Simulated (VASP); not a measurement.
```xyz
4
Lattice="1.3476 -2.3340 0.0270 1.3476 2.3340 0.0270 0.0875 0.0000 4.3751" Properties=species:S:1:pos:R:3 pbc="T T T"
Be     1.3913    -0.7780     2.2148
Be     1.3476     0.7780     0.0272
O      1.4244    -0.7780     3.8680
O      1.3806     0.7780     1.6805
```

Calculation: PBEsol GGA, VASP's PBE PAW potentials (set 64) (plane waves; VASP). Run with 600 eV cut-off, 10×10×6 Γ-centred mesh, Gaussian smearing of 0.050 eV, potentials Be O.

### Question
Which forces act on the atoms, in eV/Å?

### Answer

| atom | Fx | Fy | Fz |
|---|---|---|---|
| Be1 | -0.099 | 0.013 | 0.011 |
| Be2 | -0.099 | -0.013 | 0.011 |
| O3 | 0.099 | 0.023 | -0.011 |
| O4 | 0.099 | -0.023 | -0.011 |

### Question
Give the stress tensor in GPa (positive for a compressed cell).

### Answer

```
-0.02   0.00  -5.74
 0.00  -0.01   0.00
-5.74   0.00   0.30
```
The pressure is its mean diagonal, 0.09 GPa.

The compound is BeO in the wurtzite structure. This cell was strained or had an atom moved on purpose.
